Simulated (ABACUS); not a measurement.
# PtSe2 (Sudovikovite) (P-3m1) in ABACUS: equation of state

Aim: energy against volume of PtSe2 (Sudovikovite) in PBEsol, for its equilibrium volume and stiffness.

Everything below comes from runs of ABACUS 3.10.1. Logs are shortened: lines on timing, memory, paths and dates and some standing lists are left out, and cuts for length are marked.

## (1) The structure

The structure is trigonal, space group P-3m1 (No. 164). Conventional cell: a = 3.724 Å, b = 3.724 Å, c = 5.062 Å, α = 90.00°, β = 90.00°, γ = 120.00°. Pt (site symmetry -3m) has 6 Se at 2.49 Å as nearest neighbours. Se (site symmetry 3m) is surrounded by 3 Pt at 2.49 Å.

## (2) Equation of state, PBEsol, 19.05 Å³/atom (volume scaled by 0.94)

The input, INPUT:

```
INPUT_PARAMETERS
suffix              PtSe2
calculation         scf
basis_type          pw
pseudo_dir          ./
symmetry            1
dft_functional      pbesol
ecutwfc             87
pseudo_rcut         7
nspin               1
nbands              30
ks_solver           dav
smearing_method     fd
smearing_sigma      0.00367493
scf_thr             1e-08
scf_nmax            100
mixing_type         broyden
mixing_beta         0.7
cal_force           1
cal_stress          1
kpar                4
```

The input, STRU:

```
ATOMIC_SPECIES
Pt 195.0840 Pt.upf
Se 78.9710 Se.upf

LATTICE_CONSTANT
1.8897261246

LATTICE_VECTORS
3.6479786689 0.0000000000 0.0000000000
-1.8239893344 3.1592421997 0.0000000000
0.0000000000 0.0000000000 4.9586648823

ATOMIC_POSITIONS
Direct

Pt
0.0
1
0.0000000000 0.0000000000 0.0000000000 1 1 1

Se
0.0
2
0.6666666667 0.3333333333 0.7500000000 1 1 1
0.3333333333 0.6666666667 0.2500000000 1 1 1
```

The input, KPT:

```
K_POINTS
0
Gamma
8 8 5 0 0 0
```

Potentials or basis: PseudoDojo NC SR 0.4.1 PBEsol standard, plane waves.

On the command line:

```bash
> OMP_NUM_THREADS=1 mpirun -np 4 abacus > log
```

running log:

```text
ABACUS v3.10.1

               Atomic-orbital Based Ab-initio Computation at UStc

 ------------------------------------------------------------------------------------

 READING GENERAL INFORMATION
                           global_out_dir = OUT.PtSe2/
                           global_in_card = INPUT
                               pseudo_dir = ./
                              orbital_dir =
                                    DSIZE = 4
                                    GSIZE = 1

 READING UNITCELL INFORMATION
                                    ntype = 2
                  lattice constant (Bohr) = 1.88973
              lattice constant (Angstrom) = 1

 READING ATOM TYPE 1
                               atom label = Pt
                      L=0, number of zeta = 1
                      L=1, number of zeta = 1
                      L=2, number of zeta = 1
             number of atom for this type = 1

 READING ATOM TYPE 2
                               atom label = Se
                      L=0, number of zeta = 1
                      L=1, number of zeta = 1
                      L=2, number of zeta = 1
             number of atom for this type = 2

                        TOTAL ATOM NUMBER = 3
DIRECT COORDINATES
    atom                   x                   y                   z     mag                  vx                  vy                  vz
taud_Pt1            0.0000000000        0.0000000000        0.0000000000  0.0000        0.0000000000        0.0000000000        0.0000000000
taud_Se1            0.6666666667        0.3333333333        0.7500000000  0.0000        0.0000000000        0.0000000000        0.0000000000
taud_Se2            0.3333333333        0.6666666667        0.2500000000  0.0000        0.0000000000        0.0000000000        0.0000000000

                          Volume (Bohr^3) = 385.653
                             Volume (A^3) = 57.1478

 Lattice vectors: (Cartesian coordinate: in unit of a_0)
             +3.64798                  +0                  +0
             -1.82399            +3.15924                  +0
                   +0                  +0            +4.95866
 Reciprocal vectors: (Cartesian coordinate: in unit of 2 pi/a_0)
            +0.274124           +0.158266                  -0
                   -0           +0.316532                  -0
                   +0                  -0           +0.201667
 The esolver type has been set to : ksdft_pw

                PAO radial cut off (Bohr) = 7

 Read in pseudopotential file is Pt.upf
                     pseudopotential type = NC
          exchange-correlation functional = PBESOL
                 nonlocal core correction = 1
                        valence electrons = 18
                                     lmax = 3
                           number of zeta = 4
                     number of projectors = 8
                           L of projector = 0
                           L of projector = 0
                           L of projector = 1
                           L of projector = 1
                           L of projector = 2
                           L of projector = 2
                           L of projector = 3
                           L of projector = 3
                PAO radial cut off (Bohr) = 7

 Read in pseudopotential file is Se.upf
                     pseudopotential type = NC
          exchange-correlation functional = PBESOL
                 nonlocal core correction = 1
                        valence electrons = 16
                                     lmax = 2
                           number of zeta = 3
                     number of projectors = 6
                           L of projector = 0
                           L of projector = 0
                           L of projector = 1
                           L of projector = 1
                           L of projector = 2
                           L of projector = 2
     initial pseudo atomic orbital number = 28

 SETUP THE ELECTRONS NUMBER
            electron number of element Pt = 18
      total electron number of element Pt = 18
            electron number of element Se = 16
      total electron number of element Se = 32
            AUTOSET number of electrons:  = 50
                           occupied bands = 25
                                   NBANDS = 30
                                   NLOCAL = 27

%%%%%%%%%%%%%%%%%%%%%%%%%%%%%%%%%%%%%%%%%%%%%%%%%%%%%%%%%%%%%%%%%%%%%%%%%%%%%%%%%%%%%%%%%%%%%%%%%%%%%%%%%%
 Warning: the number of valence electrons in pseudopotential > 10 for Pt: [Xe] 4f14 5d9 6s1
 Warning: the number of valence electrons in pseudopotential > 6 for Se: [Ar] 3d10 4s2 4p4
 Pseudopotentials with additional electrons can yield (more) accurate outcomes, but may be less efficient.
 If you're confident that your chosen pseudopotential is appropriate, you can safely ignore this warning.
%%%%%%%%%%%%%%%%%%%%%%%%%%%%%%%%%%%%%%%%%%%%%%%%%%%%%%%%%%%%%%%%%%%%%%%%%%%%%%%%%%%%%%%%%%%%%%%%%%%%%%%%%%

 SETUP THE PLANE WAVE BASIS
 energy cutoff for charge/potential (unit:Ry) = 348
            fft grid for charge/potential = [ 45, 45, 60 ]
                        fft grid division = [ 1, 1, 1 ]
        big fft grid for charge/potential = [ 45, 45, 60 ]
[... 78 lines left out ...]
                       right hand lattice = 1
(for k-lattice: )
                             BRAVAIS TYPE = 4
                     BRAVAIS LATTICE NAME = 04. Hexagonal cell
                                    ibrav = 4
                       right hand lattice = 1
                        ROTATION MATRICES = 24
                               nkstot_ibz = 40
K-POINTS REDUCTION ACCORDING TO SYMMETRY
     IBZ    DIRECT_X    DIRECT_Y    DIRECT_Z  WEIGHT  ibz2bz
       1  0.00000000  0.00000000  0.00000000  0.0031       0
       2 -0.12500000  0.12500000  0.00000000  0.0187       1
       3 -0.25000000  0.25000000  0.00000000  0.0187       2
       4 -0.37500000  0.37500000  0.00000000  0.0187       3
       5  0.50000000  0.50000000  0.00000000  0.0094       4
       6 -0.12500000  0.25000000  0.00000000  0.0187       9
[... 22 lines left out ...]
      29 -0.37500000  0.37500000  0.40000000  0.0187     131
      30  0.50000000  0.50000000  0.40000000  0.0187     132
[... 10 further k points ...]

                               nkstot now = 40
[... K-POINTS DIRECT COORDINATES: 40 rows ...]

           k-point number in this process = 10
       minimum distributed K point number = 10
[... stars of the k points ...]

[... K-POINTS CARTESIAN COORDINATES: 10 rows ...]

[... K-POINTS DIRECT COORDINATES: 10 rows ...]

 SETUP PLANE WAVES FOR WAVE FUNCTIONS
     energy cutoff for wavefunc (unit:Ry) = 87
              fft grid for wave functions = [ 45, 45, 60 ]
                    number of plane waves = 6991
                         number of sticks = 349

 PARALLEL PW FOR WAVE FUNCTIONS
     PROC   COLUMNS(POT)             PW
        1            349           6991
 --------------- sum -------------------
        1            349           6991

 SETUP NONLOCAL PSEUDOPOTENTIALS IN PLANE WAVE BASIS
 Pt non-local projectors:
 projector 1 L=0
 projector 2 L=0
 projector 3 L=1
 projector 4 L=1
 projector 5 L=2
 projector 6 L=2
 projector 7 L=3
 projector 8 L=3
 Se non-local projectors:
 projector 1 L=0
 projector 2 L=0
 projector 3 L=1
 projector 4 L=1
 projector 5 L=2
 projector 6 L=2
      TOTAL NUMBER OF NONLOCAL PROJECTORS = 68

 Init Non-Local PseudoPotential table :
 Init Non-Local-Pseudopotential done.

                                     npwx = 5301

 Make real space PAO into reciprocal space.
       max mesh points in Pseudopotential = 701
     dq(describe PAO in reciprocal space) = 0.01
                                    max q = 1124

 number of pseudo atomic orbitals for Pt is 4
WARNING: norm of atomic wavefunction # 3 of atomic type Pt is 0.999889, renormalized
WARNING: norm of atomic wavefunction # 4 of atomic type Pt is 0.997658, renormalized

 number of pseudo atomic orbitals for Se is 3
WARNING: norm of atomic wavefunction # 2 of atomic type Se is 0.999994, renormalized
WARNING: norm of atomic wavefunction # 3 of atomic type Se is 0.999458, renormalized

 -------------------------------------------
 SELF-CONSISTENT
 -------------------------------------------
                                 init_chg = atomic

 PW ALGORITHM --------------- ION=   1  ELEC=   1--------------------------------

 Notice: Threshold on eigenvalues was too large.
 hsover_error=0.5 > DRHO=0.314884
 Origin diag ethr = 0.01
 New diag ethr = 0.000629767

 Density error is 0.307809297062
                          Error Threshold = 0.000629767113682
----------------------------------------------------------
     Energy           Rydberg                 eV
----------------------------------------------------------
 E_KohnSham     -745.4790577547      -10142.7629251355
 E_Harris       -750.9836774388      -10217.6571181617
 E_Fermi        1.1326036223         15.4098628387
----------------------------------------------------------
[... 75 lines left out ...]
 Density error is 2.75452554931e-09
                          Error Threshold = 3.49690614866e-11
----------------------------------------------------------
     Energy           Rydberg                 eV
----------------------------------------------------------
 E_KohnSham     -745.6288156877      -10144.8004863445
 E_KS(sigma->0) -745.6285961122      -10144.7974988666
 E_Harris       -745.6283276506      -10144.7938462597
 E_band         -65.3500644545       -889.1332412482
 E_one_elec     -347.1654703689      -4723.4285458677
 E_Hartree      191.9392269717       2611.4671565311
 E_xc           -143.3764266016      -1950.7363606609
 E_Ewald        -447.0257065379      -6082.0967613913
 E_entropy(-TS) -0.0004391510        -0.0059749557
 E_descf        0.0000000000         0.0000000000
 E_exx          0.0000000000         0.0000000000
 E_Fermi        1.1062706717         15.0515846657
----------------------------------------------------------

 charge density convergence is achieved
 final etot is -10144.800486 eV
 EFERMI = 15.051584666 eV

 STATE ENERGY(eV) AND OCCUPATIONS    NSPIN == 1
 1/10 kpoint (Cartesian) = 0.0000 0.0000 0.0000 (5289 pws)
       1       -84.9818     0.00625000
       2       -39.1433     0.00625000
       3       -39.1433     0.00625000
       4       -39.0514     0.00625000
       5       -33.7715     0.00625000
       6       -33.7715     0.00625000
[... 182 lines left out ...]
      29        20.6776    5.08945e-51
      30        22.3776    8.72385e-66

[... levels at 4 further k points ...]

------------------------------------------------------------------------------------------
 TOTAL-FORCE (eV/Angstrom)
------------------------------------------------------------------------------------------
                       Pt1         0.0000000000         0.0000000000         0.0000000000
                       Se1         0.0000000000         0.0000000000        -1.2124790730
                       Se2         0.0000000000         0.0000000000         1.2124790730
------------------------------------------------------------------------------------------

----------------------------------------------------------------
 TOTAL-STRESS (KBAR)
----------------------------------------------------------------
       135.6678710890        -0.0000000021         0.0000000000
        -0.0000000021       135.6678710917         0.0000000000
         0.0000000000         0.0000000000        84.3508768614
----------------------------------------------------------------
 TOTAL-PRESSURE: 118.562206 KBAR

 --------------------------------------------
 !FINAL_ETOT_IS -10144.8004863444602961 eV
 --------------------------------------------
```

Wall time 30 s (4 MPI ranks of Intel Xeon Platinum 8488C (Sapphire Rapids), shared host); peak memory 0.64 GiB.

Results:

| Quantity | Value |
| --- | --- |
| Free energy | -10144.8005 eV |
| Pressure | 11.9 GPa |
| Largest force | 1.212 eV/Å |
| Band gap on the k mesh | none (metal or under the smearing width) |

Caveat: forces of over 1 eV/Å show positions far from the minimum, so gaps and moduli don't describe the material at rest.

## (3) Equation of state, PBEsol, 19.45 Å³/atom (volume scaled by 0.96)

INPUT is that of step 2.

STRU, as its differences from that of step 2:

```diff
@@ -8,5 +8,5 @@
 LATTICE_VECTORS
-3.6479786689 0.0000000000 0.0000000000
--1.8239893344 3.1592421997 0.0000000000
-0.0000000000 0.0000000000 4.9586648823
+3.6736695059 0.0000000000 0.0000000000
+-1.8368347530 3.1814911172 0.0000000000
+0.0000000000 0.0000000000 4.9935862081
```

KPT is that of step 2.

Potentials or basis: PseudoDojo NC SR 0.4.1 PBEsol standard, plane waves.

On the command line:

```bash
> OMP_NUM_THREADS=1 mpirun -np 4 abacus > log
```

Wall time 32 s (4 MPI ranks of Intel Xeon Platinum 8488C (Sapphire Rapids), shared host); peak memory 0.64 GiB.

The run converged. Its results:

* Free energy: -10144.8763 eV
* Pressure: 8.2 GPa
* Largest force: 0.898 eV/Å
* Band gap on the k mesh: none (metal or under the smearing width)

[end of part 1 of 2]
